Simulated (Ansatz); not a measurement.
## CuAu (P4/mmm), stationary points along a deformation path

Method: DFT PBE, scalar-relativistic, plane waves, PAW (Ansatz 0.2.0). Settings: plane waves to 420 eV, k-mesh 18×18×14 (Γ-centred), Gaussian smearing 0.15 eV. Spin–orbit coupling is left out, which can shift energies with elements as heavy as these. No spin polarisation. Energies are free energies at this smearing, counted from the undisturbed cell; pressure is positive in compression.

The starting cell (as given, not relaxed at this level; it stands at 6.8 GPa, and it needn't be the usual structure):

```xyz
2
Lattice="2.8000 0.0000 0.0000 0.0000 2.8000 0.0000 0.0000 0.0000 3.6700" Properties=species:S:1:pos:R:3 pbc="T T T"
Cu    1.4000    1.4000    1.8350
Au    0.0000    0.0000    0.0000
```

At fixed volume and fractional coordinates, lengths along (0.000, 0.000, 1.000) are scaled against those across it; ρ is that ratio over its starting value. V = 14.386 Å³/atom. Δσ is the stress along the axis less the mean stress across it (compression positive).

| ρ | ΔE (meV/atom) | Δσ (GPa) | space group |
| --- | --- | --- | --- |
| 0.800 | 4.5 | 0.39 | P4/mmm |
| 0.850 | 2.4 | 0.47 | P4/mmm |
| 0.920 | -0.1 | 0.75 | P4/mmm |
| 0.960 | -1.4 | -0.02 | P4/mmm |
| 1.000 | 0.0 | -1.13 | P4/mmm |
| 1.050 | 6.4 | -3.55 | P4/mmm |
| 1.100 | 21.5 | -7.59 | P4/mmm |
| 1.200 | 87.1 | -18.13 | P4/mmm |
| 1.300 | 202.6 | -30.75 | P4/mmm |

**Question.** How does the stress give the slope of the energy, and where is the energy stationary?

**Answer.** Along the path d ln(length) is 2/3 d ln ρ on the axis and −1/3 d ln ρ across it, so dE/d ln ρ = −(2/3) V Δσ: the energy falls with ρ where Δσ is positive. Δσ vanishes or changes sign at ρ = 0.960 (P4/mmm), a minimum at -1.4 meV/atom. Pairs of stationary points between two samples would go unseen, and could change a minimum read from distant neighbours into a maximum.

**Question.** Integrate that slope from ρ = 1 to 1.200 by the trapezoid rule.

**Answer.** With V/N in Å³ and 1 eV/Å³ = 160.2 GPa the slopes at ρ = 1.000, 1.050, 1.100, 1.200 are 67, 213, 454, 1085 meV/atom per unit of ln ρ. The steps add 6.8 + 15.5 + 67.0 = 89.3 meV/atom, against 87.1 from the energies; the trapezoid rule misses the curvature of the slope within each step.

**Question.** Is the start the lowest point of the path?

**Answer.** No: ρ = 0.960 lies 1.4 meV/atom lower, with no sampled rise above the start on the way. Volume and inner coordinates are held, so a relaxed structure there would lie lower still.

In a metal these slopes depend on the k mesh and the smearing.